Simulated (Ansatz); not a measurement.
**Vanadium, dhcp under PBE: from relaxation to bulk modulus**

The plan for vanadium in the dhcp structure: relax it, solve it on a dense k-mesh, then scale the cell to 7 volumes from 88 to 112 % of the relaxed one and try a fit of the equation of state. Spin polarisation is left out. The k-meshes are 13×13×4 for the relaxation; 18×18×5 for the dense run; 15×15×4 for the volumes.

Computed with Ansatz 0.2.0 (DFT PBE, plane waves (420 eV) with PAW, scalar-relativistic, unless a step says otherwise).

## 1. The starting structure

It takes space group P6_3/mmc (No. 194, hexagonal). Conventional cell: a = 2.694 Å, b = 2.694 Å, c = 8.799 Å, α = 90.00°, β = 90.00°, γ = 120.00°. V (site symmetry -3m) has 12 V at 2.69 Å as nearest neighbours. V (site symmetry -6m2) is surrounded by 12 V at 2.69 Å.

Coordinates:

```cif
data_structure
_symmetry_space_group_name_H-M 'P6_3/mmc'
_symmetry_Int_Tables_number 194
_cell_length_a 2.6941
_cell_length_b 2.6941
_cell_length_c 8.7988
_cell_angle_alpha 90.000
_cell_angle_beta 90.000
_cell_angle_gamma 120.000
_cell_volume 55.31
loop_
_atom_site_label
_atom_site_type_symbol
_atom_site_symmetry_multiplicity
_atom_site_Wyckoff_symbol
_atom_site_fract_x
_atom_site_fract_y
_atom_site_fract_z
_atom_site_occupancy
V1 V 2 a 0.00000 0.00000 0.00000 1
V2 V 2 c 0.33333 0.66667 0.25000 1
```

## 2. Relaxing cell and atoms

File input.yaml:

```yaml
crystal:
  lattice:
    - [2.6940739632, 0.0, 0.0]
    - [-1.3470369816, 2.3331364918, 0.0]
    - [0.0, 0.0, 8.7988455638]
  atoms:
    - { symbol: V, position: [0.0, 0.0, 0.0] }
    - { symbol: V, position: [0.0, 0.0, 0.5] }
    - { symbol: V, position: [0.3333333333, 0.6666666667, 0.25] }
    - { symbol: V, position: [0.6666666667, 0.3333333333, 0.75] }
hamiltonian:
  xc: pbe
  pseudopotentials:
    kind: paw
    azcp:
      V: "pseudopotentials/V.paw.azcp"
basis:
  ecutwfc: 420
  fft_grid_basis: typed
kpoints:
  mp_grid: { grid: [13, 13, 4], shift: [0, 0, 0] }
magnetization:
  spin_polarized: false
scf:
  occupations: { method: fermi_dirac, width: 0.1 }
relax:
  max_steps: 60
  f_tol: 0.01
  cell: {}
```

Launch:

```bash
$ ansatz run input.yaml --threads 1 --pin off --max-ram 3584MiB --backend cpu --events-out ev --progress --plain --runs-dir out
```

After this run come: The energy on a finer k-mesh; Equation of state: 88 %; Equation of state: 92 %; Equation of state: 96 %; Equation of state: 100 %; Equation of state: 104 %; Equation of state: 108 %; Equation of state: 112 %.

**Question.** What will these runs give? Wanted: space group; conventional cell; volume; shortest distance; gap on the mesh; relative to bcc; V₀, B₀, B₀′.

**Answer**, as computed:

| quantity | value |
| --- | --- |
| space group (spins left aside) | P6_3/mmc (No. 194) |
| conventional cell | a = 2.630 Å, c = 9.264 Å (c/a = 3.523) |
| volume | 13.871 Å³/atom |
| shortest distance | 2.630 Å |
| gap on the mesh | none (levels filled in part) |
| relative to bcc | +238 meV/atom |
| V₀, B₀, B₀′ | 13.845 Å³/atom, 175 GPa, 3.8 |

In words: From the guessed start the volume grew by 0.3 % in 8 steps. It lies 238 meV/atom above the element's reference form at the same level (bcc, from a run of its own), so it is far from stable. No gap shows: it is a metal or semimetal at this level. B₀ comes out at 175 GPa; letting shape and positions relax at each volume could only lower it. Relaxation kept the symmetry; phonons were not checked.
